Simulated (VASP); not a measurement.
The system is BaS.

```
Ba S
1.0
     0.00000    3.19375    3.19375
     3.19375    0.00000    3.19375
     3.19375    3.19375    0.00000
Ba S
1 1
Cartesian
  0.0000 0.0000 0.0000
  3.1938 3.1938 3.1938
```

Base run:

- Program: VASP 6.6.1
- Functional: LDA
- Potentials or basis: VASP PAW LDA potentials, release 64 (Ba_sv, S)
- Cutoff: 520 eV
- k mesh: 6 × 6 × 6
- Occupations: gaussian, width 0.02 eV
- Spin: spin-orbit coupling, no magnetisation

Its results: pressure -1.8 GPa.

Question: The run is repeated on the same cell with these changes: functional from LDA to PBE; potentials or basis from VASP PAW LDA potentials, release 64 (Ba_sv, S) to VASP PAW PBE potentials, release 64 (Ba_sv, S). What comes out?

Answer: Pressure 1.4 GPa.
